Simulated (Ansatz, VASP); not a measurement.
Bi in VASP and in Ansatz

```xyz
2
Lattice="2.2973 1.3264 3.9898 -2.2973 1.3264 3.9898 0.0000 -2.6527 3.9898" Properties=species:S:1:pos:R:3 pbc="T T T"
Bi    0.0000    0.0000    9.1686
Bi    0.0000    0.0000    2.8009
```

Change from the starting cell: volume scaled by 1.04.

Alike in both runs: task single point; functional PBE; k mesh 7 × 7 × 7; occupations fermi-dirac, width 0.05 eV; no spin polarisation.

```csv
,VASP,Ansatz
version,VASP 6.6.1,Ansatz 0.2.0
potentials or method,"VASP PAW PBE potentials, release 64 (Bi_d)",Ansatz PAW
plane-wave cutoff (eV),520,420
valence electrons in the cell,30,30
```

Ansatz gave:

```
gap on the k mesh at the Fermi level (eV)       : 0.25
least direct gap on the mesh (eV)               : 0.51
pressure (GPa)                                  : 0.2
largest component of the traceless stress (GPa) : 0.07
rms of the force components (eV/Å)              : 0.014
```

Q: Which values does VASP return?

A: gap on the k mesh at the Fermi level (eV): 0.25; least direct gap on the mesh (eV): 0.51; pressure (GPa): 0.1; largest component of the traceless stress (GPa): 0.07; rms of the force components (eV/Å): 0.018.

Atom by atom the forces differ by 0.003 eV/Å (rms over components).

Caveats: spin-orbit coupling is left out, which as a rule narrows the gap of such compounds by several tenths of an eV; an odd mesh through Γ misses points on the zone boundary, where band edges often lie (VASP); odd divisions of the mesh miss points on the zone boundary, where band edges often lie, so the gap on the mesh can be too wide (Ansatz).
